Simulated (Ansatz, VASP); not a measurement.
# Cross-check of Sn8HO16 (interstitial H+ in rutile SnO2) between VASP and Ansatz, part 2 of 2

Aim: how closely do two programs agree when they are given the same cell, functional and k mesh? The cell is taken from a series of runs on this material, whose earlier steps may have relaxed, scaled, displaced or heated it; both programs get it as it stands.

VASP 6.6.1 and Ansatz 0.2.0.

So far. Step 2 (VASP: single point, HSE06): The run ends at a pressure of -15.47 GPa, with forces up to 4.0 eV/Å.

### 3. Ansatz: single point, HSE06

Level of this step: Ansatz beside VASP: Kohn-Sham DFT, plane waves, HSE06 (Ansatz).

Ansatz runs on its default PAW (the set named soft_2) files.

The same cell, functional, mesh and smearing now go to Ansatz.

Input file input.yaml:

```yaml
crystal:
  lattice:
    - [4.82691784, 4.82691784, 0.0]
    - [-4.82691784, 4.82691784, 0.0]
    - [0.0, 0.0, 6.47657047]
  atoms:
    - { symbol: Sn, position: [-0.006760639, 0.002472046, -0.000621199] }
    - { symbol: Sn, position: [0.500887373, 0.508500053, -0.008956833] }
    - { symbol: Sn, position: [0.003964309, 0.508431314, 0.250267754] }
    - { symbol: Sn, position: [0.490468815, -0.021670589, 0.250267676] }
    - { symbol: O, position: [0.30253847, 0.009444473, 0.00357415] }
    - { symbol: O, position: [0.807300269, 0.508098966, 0.000686221] }
    - { symbol: O, position: [0.005270191, 0.812840337, 0.25026712] }
    - { symbol: O, position: [0.538636203, 0.300005336, 0.250268468] }
    - { symbol: O, position: [0.19616238, 0.493525458, 0.002276646] }
    - { symbol: O, position: [0.684242167, -0.007152674, 0.001587052] }
    - { symbol: O, position: [-0.029382017, 0.198666975, 0.25026871] }
    - { symbol: O, position: [0.490148193, 0.67858179, 0.250267603] }
    - { symbol: Sn, position: [-0.006760627, 0.002469715, 0.501158398] }
    - { symbol: Sn, position: [0.500887868, 0.508505106, 0.509496011] }
    - { symbol: Sn, position: [0.000897405, 0.501506948, 0.750268312] }
    - { symbol: Sn, position: [0.493952969, 0.006433894, 0.750268216] }
    - { symbol: O, position: [0.302538629, 0.009441431, 0.496962755] }
    - { symbol: O, position: [0.807299683, 0.508100626, 0.49985023] }
    - { symbol: O, position: [0.003237278, 0.808578322, 0.750269311] }
    - { symbol: O, position: [0.502659563, 0.313708348, 0.750267466] }
    - { symbol: O, position: [0.196162076, 0.493530402, 0.49826051] }
    - { symbol: O, position: [0.684241492, -0.007155982, 0.498948739] }
    - { symbol: O, position: [-0.007893646, 0.194313106, 0.750268424] }
    - { symbol: O, position: [0.491288779, 0.700598405, 0.75027097] }
    - { symbol: H, position: [0.725716199, 0.276839263, 0.250269616] }
total_charge: 1
basis:
  ecutwfc: 420
  xc_grid: 2
hamiltonian:
  xc: hse06
kpoints:
  mp_grid: { grid: [1, 1, 1] }
scf:
  occupations: { method: fermi_dirac, width: 0.01 }
  max_iter: 120
output:
  forces: true
checkpoint:
  read: "../relax.run"
```

Run with:

```bash
> ansatz run input.yaml --threads 2 --pin off --max-ram 3768MiB --backend cpu --events-out ev --progress --plain --runs-dir out
```

Numbers of over 12 decimals in the logs are rounded to 6 here.

The log of the run:

```text
Warning: the atoms were moved onto the symmetric positions of the space group found under crystal.symmetry.tolerance 1.0e-5 (fractional; no operation is sought that the atoms, as they stand in a round, miss by more than twice it, and no atom is moved by as much as it), and the run uses the moved positions. Before a round's move an operation carried an atom to 3.75e-5 Å from where it should land, the largest such dist [...]
Warning: checkpoint.read: the run can stay near the saved state's solution: 15 site(s) moved relative to the saved geometry (max |Δs| = 4.177e-2 fractional); the SCF starts from the saved state under `checkpoint.density_extrapolation: transplant`, in force with no word given; its orbitals are not used off its sites. A run without `checkpoint.read` takes nothing of the state. A lower free energy from it at the same positions (and U, V and field ramp, if any) shows a solution that this start missed, and an equal or higher one rules none out (checkpoint.read, Limitations, in the input reference)
exact exchange: scf.exx.singularity resolves to wigner_seitz, which cuts the screened interaction at the faces of the exchange supercell's Wigner-Seitz cell, so that each pair interacts once, at the shortest of its separations (the periodic images that this leaves out come, for a point-like exchange hole, to about 0.184 eV on a filled level). The cut falls within the interaction's reach, and what an exchange supercel [...]
Engine: ansatz 0.2.0, x86_64-unknown-linux-gnu
Pseudopotentials: kind: paw
Pseudopotential: Sn, paw, valence charge 14, recommended cutoff 420 eV (normal), Sn.paw.azcp
Pseudopotential: O, paw, valence charge 6, recommended cutoff 420 eV (normal), O.paw.azcp
Pseudopotential: H, paw, valence charge 1, recommended cutoff 420 eV (normal), H.paw.azcp
Functional definition: HSE06
  parameter a = 0.25
  parameter omega = 0.11/bohr
  exchange = pbe_x - a*pbe_x_sr(omega) + a*exact_x_sr(omega)
  correlation = pbe_c
Crystal: 25 atoms, lattice volume = 301.797 Å³
[...]
SCF iter   7: F=-57294.666022 eV  HF=-57294.666021 eV  |F-HF|=1.03e-6  |Δ(HF+E_count)|=   5.11e-6  Δρ=7.57e-5  dr2=6.80e-6  ethr=4.51e-8  ⟨swp⟩=3.0  Hψ=275  notcnv=0
SCF 1 stopped early in 7 iterations: F = -57294.666022 eV  dr2 = 6.80e-6
  greatest PAW one-centre occupation: 0.996 electrons in one spin orbital (limit 2), on the Sn atom at site 3 (counted from 0), in its partial waves of l = 2
Initial density: handed on by an earlier stage of this run
Initial wavefunctions: those handed on with the density
Functional: x = pbe(κ = 0.804, μ = 0.219515) + 0.25 (exact − pbe) at short range (hse, ω = 0.207870 Å⁻¹), c = pbe(β = 0.066725); HSE06 as pw.x's `hse` composes it (authors' and Libxc's form: `xc: wpbeh`)
Exchange kernel: α = 0.2500, screened, ω = 0.2079 Å⁻¹, Wigner–Seitz truncation, v(0) = 661.4558 eV·Å³, q-mesh 1×1×1, nearest image of the exchange supercell L = 6.48 Å, pair-density grid 45×45×45, without the augmentation charges, whose exchange is taken in its separable form (the finest that the files' search goes to)
Frozen-core exchange: fock
SCF iter   1: F=—  HF=-57324.792938 eV  |F-HF|=—  |Δ(HF+E_count)|=         —  Δρ=1.03e-2  dr2=2.17e-1  ethr=3.27e-8  ⟨swp⟩=15.0  Hψ=878  notcnv=0
preconditioner: auto → none  [insulator: Δε(μ)=2.557 eV  Ē_g=21.892 eV  σ=0.010 eV  W_gap=1.00  n_scr=80 (ndim 8)  ℏωp=30.8 eV  f_vac=0.043  D(μ)=0.00/eV (n_scr^D=0)]
SCF iter   2: F=—  HF=-57324.730301 eV  |F-HF|=—  |Δ(HF+E_count)|=   6.26e-2  Δρ=3.98e-3  dr2=4.56e-2  ethr=3.27e-8  ⟨swp⟩=6.0  Hψ=593  notcnv=0
SCF iter   3: F=—  HF=-57324.821430 eV  |F-HF|=—  |Δ(HF+E_count)|=   9.11e-2  Δρ=2.43e-3  dr2=1.16e-2  ethr=3.27e-8  ⟨swp⟩=7.0  Hψ=587  notcnv=0
SCF iter   4: F=—  HF=-57324.818887 eV  |F-HF|=—  |Δ(HF+E_count)|=   2.54e-3  Δρ=8.90e-4  dr2=1.49e-3  ethr=3.27e-8  ⟨swp⟩=5.0  Hψ=513  notcnv=0
SCF iter   5: F=—  HF=-57324.821694 eV  |F-HF|=—  |Δ(HF+E_count)|=   2.81e-3  Δρ=6.67e-4  dr2=1.26e-3  ethr=3.27e-8  ⟨swp⟩=6.0  Hψ=485  notcnv=0
SCF iter   6: F=—  HF=-57324.821403 eV  |F-HF|=—  |Δ(HF+E_count)|=   2.92e-4  Δρ=1.69e-4  dr2=8.72e-5  ethr=3.27e-8  ⟨swp⟩=5.0  Hψ=407  notcnv=0
SCF iter   7: F=-57324.821375 eV  HF=-57324.821381 eV  |F-HF|=5.94e-6  |Δ(HF+E_count)|=   2.21e-5  Δρ=5.40e-5  dr2=1.35e-5  ethr=3.27e-8  ⟨swp⟩=4.0  Hψ=274  notcnv=0
SCF 2 stopped early in 7 iterations: F = -57324.821375 eV  dr2 = 1.35e-5
  Residual-converged pass: ⟨swp⟩=5.0  Hψ=387  notcnv=0  max |occ|·‖R‖ = 5.8e-6 eV (tolerance 6.7e-6 eV)  dr2=1.37e-5  dr2_onsite=5.39e-7  max |Δocc| = 0.0e0
hybrid outer 1: dexx = +1.084e-1 eV, tail = 3.89e-4 eV
Exchange kernel: α = 0.2500, screened, ω = 0.2079 Å⁻¹, Wigner–Seitz truncation, v(0) = 661.4558 eV·Å³, q-mesh 1×1×1, nearest image of the exchange supercell L = 6.48 Å, pair-density grid 45×45×45, without the augmentation charges, whose exchange is taken in its separable form (the finest that the files' search goes to)
Frozen-core exchange: fock
SCF iter   1: F=—  HF=-57324.817950 eV  |F-HF|=—  |Δ(HF+E_count)|=         —  Δρ=7.55e-5  dr2=1.02e-5  ethr=9.36e-7  ⟨swp⟩=8.0  Hψ=318  notcnv=0
preconditioner: auto → none  [insulator: Δε(μ)=2.530 eV  Ē_g=21.920 eV  σ=0.010 eV  W_gap=1.00  n_scr=80 (ndim 8)  ℏωp=30.8 eV  f_vac=0.048  D(μ)=0.00/eV (n_scr^D=0)]
SCF iter   2: F=—  HF=-57324.817959 eV  |F-HF|=—  |Δ(HF+E_count)|=   9.10e-6  Δρ=3.31e-5  dr2=1.80e-6  ethr=4.18e-9  ⟨swp⟩=6.0  Hψ=399  notcnv=0
SCF iter   3: F=—  HF=-57324.817959 eV  |F-HF|=—  |Δ(HF+E_count)|=   1.45e-7  Δρ=1.34e-5  dr2=2.30e-7  ethr=5.99e-10  ⟨swp⟩=3.0  Hψ=254  notcnv=0
SCF iter   4: F=—  HF=-57324.817960 eV  |F-HF|=—  |Δ(HF+E_count)|=   7.34e-7  Δρ=1.03e-5  dr2=2.63e-7  ethr=7.67e-11  ⟨swp⟩=8.0  Hψ=410  notcnv=0
SCF iter   5: F=—  HF=-57324.817960 eV  |F-HF|=—  |Δ(HF+E_count)|=   3.85e-8  Δρ=5.83e-6  dr2=1.13e-7  ethr=7.67e-11  ⟨swp⟩=4.0  Hψ=325  notcnv=0
SCF iter   6: F=-57324.817960 eV  HF=-57324.817960 eV  |F-HF|=1.72e-9  |Δ(HF+E_count)|=   2.98e-8  Δρ=9.26e-7  dr2=3.99e-9  ethr=5.22e-11  ⟨swp⟩=3.0  Hψ=259  notcnv=0
SCF 3 converged in 6 iterations: F = -57324.817960 eV  dr2 = 3.99e-9
  Residual-converged pass: ⟨swp⟩=4.0  Hψ=347  notcnv=0  max |occ|·‖R‖ = 1.2e-6 eV (tolerance 1.5e-6 eV)  dr2=3.42e-9  dr2_onsite=1.14e-10  max |Δocc| = 0.0e0
hybrid outer 2: dexx = +6.789e-6 eV, tail = 1.57e-7 eV, Δε = 4.35e-3 eV (about 1.20e-4 eV left of the loop's levels), ΔF = 6.51e-3 eV/Å (tail 1.02e-3)
Exchange kernel: α = 0.2500, screened, ω = 0.2079 Å⁻¹, Wigner–Seitz truncation, v(0) = 661.4558 eV·Å³, q-mesh 1×1×1, nearest image of the exchange supercell L = 6.48 Å, pair-density grid 45×45×45, without the augmentation charges, whose exchange is taken in its separable form (the finest that the files' search goes to)
Frozen-core exchange: fock
SCF iter   1: F=—  HF=-57324.817958 eV  |F-HF|=—  |Δ(HF+E_count)|=         —  Δρ=2.18e-6  dr2=8.88e-9  ethr=3.77e-10  ⟨swp⟩=10.0  Hψ=370  notcnv=0
preconditioner: auto → none  [insulator: Δε(μ)=2.529 eV  Ē_g=21.919 eV  σ=0.010 eV  W_gap=1.00  n_scr=80 (ndim 8)  ℏωp=30.8 eV  f_vac=0.048  D(μ)=0.00/eV (n_scr^D=0)]
SCF iter   2: F=-57324.817958 eV  HF=-57324.817958 eV  |F-HF|=1.75e-10  |Δ(HF+E_count)|=   2.74e-9  Δρ=5.53e-7  dr2=1.31e-9  ethr=3.75e-12  ⟨swp⟩=3.0  Hψ=299  notcnv=0
SCF 4 converged in 2 iterations: F = -57324.817958 eV  dr2 = 1.31e-9
  Residual-converged pass: ⟨swp⟩=3.0  Hψ=255  notcnv=0  max |occ|·‖R‖ = 1.3e-6 eV (tolerance 1.5e-6 eV)  dr2=1.30e-9  dr2_onsite=1.75e-10  max |Δocc| = 0.0e0
hybrid outer 3: dexx = +4.776e-9 eV, tail = 3.12e-9 eV, Δε = 7.01e-5 eV (about 1.09e-5 eV left of the loop's levels), ΔF = 1.77e-4 eV/Å (tail 1.28e-4)
hybrid SCF converged: 3 outer / 15 inner (+7 warm-up), last move |dexx| = 4.78e-9 eV, tail = 3.12e-9 eV
Stability not checked: this state was not tested for a lower state beside it, because the functional holds exact exchange (a hybrid, or Hartree-Fock), whose exchange loop this test does not read (fock_operator; see scf.lower_state_search)
Free energy (F): -57324.817958 eV
Frozen-core exchange: fock
Harris-Foulkes:  -57324.817958 eV  (|F-HF|=1.75e-10)
Internal energy: -57324.817958 eV  (E = F + TS)
E sigma→0 (E₀):  -57324.817958 eV
Fermi energy:    8.724890 eV
--- Per-component energies (eV) ---
  E_band       = -1017.892521
  E_kinetic    = 4323.587190
  E_local      = -11800.791783  (includes V_loc(G=0)·N_el)
  E_nonlocal   = 512.418225
  E_hartree    = 6101.854849
  E_xc         = -3321.164015
  E_vxc        = -1782.049391  (∫ρ·V_xc dr)
  E_exx        = -606.442185  (= α·E_x^exact, valence–valence)
  E_paw        = -36045.725549  (= ΣΔE_a)
  E_vpaw       = -3261.920741  (= ΣTr[D̂ρ^β])
  E_aug_tail   = 0.038365  (compensation charges beyond the density's cutoff)
  E_ewald      = -16490.237481
  E_core_change = 1.644426  (= ΣΔE_core)
  E_smearing   = -0.000000  (= −TS)
  E_closure    = -0.000001  (closes the sum)
  E_deformation_potential = 17.035997  (in the stress; not in F)
  Σ components = -57324.817958   (vs F -57324.817958, Δ=-7.28e-12)
--- Forces (eV/Å), atoms counted from 1 ---
  atom   1  Sn     0.23046390    -0.21180698    -0.36281356
  atom   2  Sn     0.30689590    -0.21534603     0.41983532
  atom   3  Sn    -0.20485476     0.53469569     0.00000000
  atom   4  Sn    -0.22700541     0.43672291     0.00000000
  atom   5  O     -0.09160175    -0.10928130    -0.00163121
  atom   6  O      0.11471317     0.09707721     0.00084827
  atom   7  O     -0.14266805     0.12888717     0.00000000
  atom   8  O      3.10421085     2.55372915    -0.00000000
  atom   9  O     -0.09726649    -0.11242280     0.01254777
  atom  10  O      0.11454818     0.06593042    -0.03506633
  atom  11  O     -0.88994197    -0.35575745     0.00000000
  atom  12  O     -0.17714459     0.15525010     0.00000000
  atom  13  Sn     0.23046390    -0.21180698     0.36281356
  atom  14  Sn     0.30689590    -0.21534603    -0.41983532
  atom  15  Sn    -0.01600910     0.06642896     0.00000000
  atom  16  Sn    -0.04194745     0.07042350     0.00000000
  atom  17  O     -0.09160175    -0.10928130     0.00163121
  atom  18  O      0.11471317     0.09707721    -0.00084827
  atom  19  O     -0.02780190     0.01713785     0.00000000
  atom  20  O      0.01953460    -0.02011572    -0.00000000
  atom  21  O     -0.09726649    -0.11242280    -0.01254777
  atom  22  O      0.11454818     0.06593042     0.03506633
  atom  23  O      0.02308085    -0.03108269    -0.00000000
  atom  24  O     -0.02849513     0.02812113     0.00000000
  atom  25  H     -2.54648785    -2.61276334     0.00000000
  max |Σ_I F_I| component: 2.41e-5 eV/Å
--- Band table (eV) ---
  k-point 0: bands = ["-15.0512", "-14.8869", "-14.6564", "-14.6345", "-14.6171", "-14.6069", "-14.5891", "-14.3263", "-14.2372", "-14.1604", "-14.1473", "-14.1123", "-14.0823", "-14.0002", "-13.9173", "-13.8901", "-13.8789", "-13.8702", "-13.8700", "-13.8504", "-13.8418", "-13.8305", "-13.8287", "-13.8106", "-13.7784", "-13.7692", "-13.7634", "-13.7544", "-13.7178", "-13.6828", "-13.6631", "-13.6547", "-13.6467", "- [...]
  guard bands above this table: 24 of the run's 129 bands. The solve was not asked for them (output.publish_guard_bands: true or output.eigenvalues: true publishes all)
```

### 4. Side by side

Known differences besides the potentials themselves: exact exchange at q = 0 is treated differently, which shows on coarse meshes; VASP keeps PBE cores, Ansatz makes them for the functional; the cutoff is 420 eV in Ansatz and 520 eV in VASP (PREC = Accurate, projectors in real space); VASP takes a coarser grid for exact exchange (PRECFOCK = Fast). Total energies have different zeros and are not compared.

The two programs side by side:

```csv
quantity,Ansatz,VASP,difference
gap on the k mesh (eV),2.529,2.580,-0.051
```

Forces on 8 of the 25 atoms, those with the largest forces and the largest differences (eV/Å; atoms numbered as in POSCAR):

```
atom         Ansatz x, y, z           VASP x, y, z
 Sn2   0.307, -0.215, 0.420   0.315, -0.221, 0.442
 Sn3   -0.205, 0.535, 0.000   -0.204, 0.542, 0.000
 Sn4   -0.227, 0.437, 0.000   -0.232, 0.437, 0.000
 Sn6  0.307, -0.215, -0.420  0.315, -0.221, -0.442
 O12    3.104, 2.554, 0.000    3.071, 2.522, 0.000
 O15  -0.890, -0.356, 0.000  -0.912, -0.353, 0.000
 O24   -0.028, 0.028, 0.000   -0.064, 0.057, 0.000
 H25  -2.546, -2.613, 0.000  -2.496, -2.571, 0.000
```

The forces differ by 15 meV/Å r.m.s., which is 2.3 % of the r.m.s. force of 0.649 eV/Å (both taken over all components). A gap on the mesh is an upper bound, since the band edges may lie between its points. The cell carries a charge of +1 e against a uniform background, so its pressure also hangs on how the neutralising background is counted, and in a defect's cell a gap may be the spacing between its levels.

### 5. Results

| Property | Result |
| --- | --- |
| r.m.s. force difference (single point, HSE06) | 2.3 % of the r.m.s. force |
| difference in gap on the k mesh (single point, HSE06) | -0.051 eV |

**Reading.** The r.m.s. force difference is 2.3 % of the r.m.s. force (single point, HSE06), within the 3 % picked in this series as the mark of a large difference. How closely two codes agree says nothing of how well the functional describes the real material.

[Lines on the potential files, build, host, timing and source positions are cut from VASP's logs without a mark.]

[Logs are printed without paths, hosts, clocks, repeated set-up lines and the standing remarks that a program may print on its own settings, such as how far it seeks lower states.]

[Hosts, paths, dates, database ids (printed as entryN), source tags and the programs' standing remarks are cut or masked in the printed files.]
